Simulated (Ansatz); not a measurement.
ZrO2:
```xyz
12
Lattice="5.0853 0.0000 0.0000 0.0000 5.1810 0.0000 -0.8674 0.0000 5.1689" Properties=species:S:1:pos:R:3 pbc="T T T"
Zr     1.2308     0.2204     1.0819
Zr     3.4208     2.8109     1.5026
Zr     2.9871     4.9606     4.0870
Zr     0.7971     2.3701     3.6663
O      0.0763     1.7682     1.7431
O      4.5754     4.3586     0.8413
O      4.1417     3.4128     3.4258
O     -0.3574     0.8223     4.3275
O      1.8590     3.9277     2.4886
O      2.7926     1.3373     0.0959
O      2.3590     1.2532     2.6803
O      1.4253     3.8437     5.0730
```

Tensor components refer to the Cartesian frame of this cell.

**Question.** Give the high-frequency dielectric tensor and the Born effective charge tensors of the independent atoms from DFPT, LDA (plane waves, PAW; program Ansatz).

**Answer.** 
ε∞:
```
5.39  0.00  0.17
0.00  5.46  0.00
0.17  0.00  5.05
```
Z* of atom 1 (Zr), rows: field, columns: displacement, in e:
```
 5.51  -0.44   0.24
-0.12   5.53   0.17
 0.24   0.40   4.88
```
Z* of atom 5 (O), rows: field, columns: displacement, in e:
```
-3.05   1.15  -0.21
 1.44  -2.72  -0.67
-0.20  -0.68  -2.28
```
Z* of atom 9 (O), rows: field, columns: displacement, in e:
```
-2.46   0.13  -0.02
 0.19  -2.81   0.39
-0.04   0.42  -2.60
```

Space group P2_1/c. The LDA relaxation kept the symmetry of its start. The run is not spin-polarised. Spin–orbit coupling is left out wherever it is not named.

Potentials: the later of the program's two PAW sets.
